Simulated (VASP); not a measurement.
Output of a VASP run:

### OSZICAR
```
       N       E                     dE             d eps       ncg     rms          rms(c)
DAV:   1     0.165027778180E+03    0.16503E+03   -0.15325E+04   640   0.166E+03
DAV:   2    -0.127440170446E+02   -0.17777E+03   -0.17420E+03   800   0.328E+02
DAV:   3    -0.184932519312E+02   -0.57492E+01   -0.57410E+01   888   0.643E+01
DAV:   4    -0.185812334193E+02   -0.87981E-01   -0.87976E-01   792   0.707E+00
DAV:   5    -0.185845170526E+02   -0.32836E-02   -0.32836E-02   888   0.885E-01    0.105E+01
DAV:   6    -0.170776425842E+02    0.15069E+01   -0.73853E+00   640   0.252E+01    0.645E+00
DAV:   7    -0.170738047875E+02    0.38378E-02   -0.41677E-01   808   0.556E+00    0.344E+00
DAV:   8    -0.170773390774E+02   -0.35343E-02   -0.64189E-02   672   0.285E+00    0.397E-01
DAV:   9    -0.170796667545E+02   -0.23277E-02   -0.26164E-02   736   0.129E+00    0.134E-01
DAV:  10    -0.170819818124E+02   -0.23151E-02   -0.43584E-03   648   0.507E-01    0.933E-02
DAV:  11    -0.170820562564E+02   -0.74444E-04   -0.31077E-04   816   0.158E-01    0.204E-02
DAV:  12    -0.170820616668E+02   -0.54103E-05   -0.20826E-05   672   0.381E-02    0.742E-03
DAV:  13    -0.170820618538E+02   -0.18705E-06   -0.79890E-06   856   0.223E-02
   1 F= -.11056123E+02 E0= -.11056123E+02  d E =-.110561E+02
```

OUTCAR:
```
------------------------ aborting loop because EDIFF is reached ----------------------------------------
  FORCE on cell =-STRESS in cart. coord.  units (eV):
  Direction    XX          YY          ZZ          XY          YZ          ZX
  --------------------------------------------------------------------------------------
  Total        5.9891758      5.9891758      5.9891758      0.0000000      0.0000000     -0.0000000
  in kB      198.7798483    198.7798483    198.7798483      0.0000000      0.0000000     -0.0000000
  external PRESSURE =      -1.2201517 kB  Pullay stress =     200.0000000 kB
  volume of cell :       48.27
      direct lattice vectors                 reciprocal lattice vectors
     0.000000000  2.889959559  2.889959559    -0.173012802  0.173012802  0.173012802
     2.889959559  0.000000000  2.889959559     0.173012802 -0.173012802  0.173012802
     2.889959559  2.889959559  0.000000000     0.173012802  0.173012802 -0.173012802
 POSITION                                       TOTAL-FORCE (eV/Angst)
 -----------------------------------------------------------------------------------
      0.00000      0.00000      0.00000         0.000000     -0.000000      0.000000
      1.44498      1.44498      1.44498         0.000000      0.000000      0.000000
      4.33494      4.33494      4.33494        -0.000000     -0.000000     -0.000000
 -----------------------------------------------------------------------------------
    total drift:                                0.000000      0.000000      0.000000
  FREE ENERGIE OF THE ION-ELECTRON SYSTEM (eV)
  ---------------------------------------------------
  free  energy   TOTEN  =       -17.0820618538 eV

  energy  without entropy=      -17.0820618538  energy(sigma->0) =      -17.08206185
  enthalpy is  TOTEN    =       -11.0561232101 eV   P V=        6.0259386437

 reached required accuracy - stopping structural energy minimisation
```
(Selected blocks of OUTCAR.)

### POSCAR
```
BaF2
1
   -0.0000000000     2.8899595592     2.8899595592
    2.8899595592    -0.0000000000     2.8899595592
    2.8899595592     2.8899595592    -0.0000000000
Ba F
1 2
Direct
  0.0000000000   0.0000000000   0.0000000000
  0.2500000000   0.2500000000   0.2500000000
  0.7500000000   0.7500000000   0.7500000000
```

Problem. Write an INCAR and KPOINTS that could have produced this output.

Solution. One answer among several that fit: the input of the run itself, PBEsol GGA, plane waves, VASP's PBE PAW potentials (set 64).

KPOINTS:
```
Automatic mesh
0
gamma
 7 7 7
```

### INCAR
```
LCHARG = F
LASPH = T
SIGMA = 0.05   ! width (eV)
LWAVE = F
NSW = 40
EDIFF = 1E-6
ENCUT = 620   ! plane-wave cut-off (eV)
GGA = PS   ! PBEsol
ALGO = Normal
PSTRESS = 200
ISIF = 3
ISMEAR = 0
SYSTEM = BaF2
LMAXMIX = 4   ! l cut-off of mixed one-centre charges
LREAL = F   ! projection in real space or not
EDIFFG = -0.02
NELM = 100
PREC = Accurate
IBRION = 2
```

POTCAR, in this order: Ba_sv F (PBE.64 set). Program: vasp_std.

The compound is BaF2 in the fluorite structure. It was relaxed first under an external pressure of 20 GPa.
